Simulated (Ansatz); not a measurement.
Runs of Ansatz 0.2.0 on Sn. It takes space group I4_1/amd (No. 141, tetragonal). The conventional cell has a = 5.880 Å, b = 5.880 Å, c = 3.199 Å, α = 90.00°, β = 90.00°, γ = 90.00°. Sn (site symmetry -4m2) is surrounded by 6 Sn at 3.05 to 3.20 Å. 

```tsv
task	level	cell	cutoff (eV)	smearing	gap on the mesh (eV)	pressure (GPa)	relaxed volume (Å³/atom)
relaxation of cell and atoms	RPBE+D4	relaxed	-	fermi-dirac 0.05 eV	-	0.0	26.91
band structure	RPBE	as given	207	fermi-dirac 0.05 eV	-	(a)	-
relaxation of cell and atoms	BLYP	relaxed	-	fermi-dirac 0.05 eV	-	0.0	31.19
single point	PBE	as given	208	gaussian 0.015 eV	none	1.4	-
single point	PBE	as given	208	gaussian 0.024 eV	none	1.4	-
```

Alike in all rows: potentials or basis all-electron LAPW, scalar-relativistic; no spin polarisation; k mesh 9 × 9 × 9; basis error allowed 0.001 eV/atom.

Problem. Estimate the missing entries.

Solution. (a) 2.9.

Caveats: spin-orbit coupling is left out, which moves the levels of the heavy elements (some runs).

A k mesh can miss the band edges, and the runs leave out spin-orbit coupling on Sn.

A gap of «none» marks a metal or a gap under the smearing width.
